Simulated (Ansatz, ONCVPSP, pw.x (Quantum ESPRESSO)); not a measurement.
## N (sc): variants of one ONCV potential in the solid

```
Element                 : nitrogen (N)
Generator               : ONCVPSP 4.0.1.1 (patched build)
Type                    : optimised norm-conserving Vanderbilt (ONCV)
Functional              : PBE
Relativity              : scalar-relativistic
Frozen core             : [He]
Valence charge          : 5
Reference configuration : 2s2 2p3
Partial waves           : 2s: rc 1.05 bohr, ncon 4, nbas 8, qcut 7.8 1/bohr, local; 2p: rc 2.05 bohr, ncon 4, nbas 7, qcut 6.8 1/bohr, 2 projectors, debl 2.4 Ha
Local potential         : the s channel
Core correction         : Teter function, fcfact 6, rcfact 1.35
```

Crystal test: sc N in pw.x 7.5, no spin, 17³ k-points, Fermi–Dirac smearing 0.01 Ry, cutoffs set for each file from its atomic test. The reference is all-electron LAPW (Ansatz 0.2.0) with the same functional, mesh and smearing; V0 and B0 come from Birch–Murnaghan fits to the pressures at five volumes. Errors are pseudo minus all-electron; Δ is the rms difference of the E(V) curves that follow from these fits, minima aligned, over ±6 % about the mean V0. Mesh and smearing are coarse, so the numbers serve the comparison and aren't converged zero-temperature values; the lattice is a test structure that the element need not adopt. Spin polarisation is left out.

All-electron: a0 = 1.866 Å (V0 = 6.50 Å³/atom), B0 = 181.9 GPa.

Base: The largest radius (2.05 bohr) exceeds half the bond length (1.78 bohr), so the spheres overlap, which is one possible source of error among others.

1 further variants are left out: they gave no file fit for a test, a broken result, the same result as the base, or pressures whose basis-set error rivals the error shown.

```tsv
change	cutoffs (Ry)	pw.x	a0 (Å)	a0 error (%)	B0 error (%)	Δ (meV/atom)	mean pressure error (GPa)
base	115/460	converged	1.867	+0.05	-3.2	0.4	+0.37
core correction Teter function, fcfact 6, rcfact 1.28	115/460	converged	1.867	+0.05	-3.3	0.4	+0.37
core correction Teter function, fcfact 6, rcfact 1.46	115/460	converged	1.867	+0.05	-3.2	0.4	+0.33
core correction Teter function, fcfact 6, rcfact 1.74	115/460	converged	1.867	+0.02	-3.4	0.2	+0.23
```

Q: Give the row for: core correction Teter function, fcfact 6, rcfact 2.06.

A: pw.x: converged; mean pressure error (GPa): +0.17; a0 (Å): 1.866; a0 error (%): +0.01; B0 error (%): -3.5; Δ (meV/atom): 0.2.
